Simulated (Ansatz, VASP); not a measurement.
**Pb in VASP and in Ansatz**

File INCAR:

```
ALGO = Normal
EDIFF = 1E-7
ENCUT = 520
GGA = CA
ISIF = 2
ISMEAR = -1
LASPH = True
LCHARG = True
LELF = True
LREAL = False
LVHAR = True
LWAVE = False
NBANDS = 21
NELM = 80
PREC = Accurate
SIGMA = 0.08
```

File KPOINTS:

```
k-points
0
Gamma
  10 10 10
```

Contents of POSCAR:

```
Pb
1.0
    0.0000000000      3.2943653707      3.2943653707
    3.2943653707      0.0000000000      3.2943653707
    3.2943653707      3.2943653707      0.0000000000
Pb
2
Direct
   -0.1250000000     -0.1250000000     -0.1250000000
    0.1250000000      0.1250000000      0.1250000000
```

Input for Ansatz:

```yaml
crystal:
  lattice:
    - [0.0, 3.2943653707, 3.2943653707]
    - [3.2943653707, 0.0, 3.2943653707]
    - [3.2943653707, 3.2943653707, 0.0]
  atoms:
    - { symbol: Pb, position: [-0.125, -0.125, -0.125] }
    - { symbol: Pb, position: [0.125, 0.125, 0.125] }
kpoints:
  mp_grid: { grid: [10, 10, 10] }
scf:
  occupations: { method: fermi_dirac, width: 0.08 }
hamiltonian:
  xc: lda
  pseudopotentials: { kind: all_electron, lapw: { basis_error: 0.001 } }
output:
  forces: true
  stress: true
  eigenvalues: true
  populations: true
```

Change from the starting cell: volume scaled by 0.9, LAPW.

Alike in both runs: task single point; functional LDA; k mesh 10 × 10 × 10; occupations fermi-dirac, width 0.08 eV; no spin polarisation.

|  | VASP | Ansatz |
| --- | --- | --- |
| version | VASP 6.6.1 | Ansatz 0.2.0 |
| potentials or method | VASP PAW LDA potentials, release 64 (Pb_d) | all-electron LAPW, scalar-relativistic |
| plane-wave cutoff (eV) | 520 | see its input |

|  | VASP | Ansatz | Ansatz less VASP |
| --- | --- | --- | --- |
| pressure (GPa) | 4.7 | 4.6 | -0.07 |

Ansatz ran all-electron here, so the differences hold the error of VASP's frozen core and of both bases.

Spin-orbit coupling is left out, which matters for the levels of Pb.
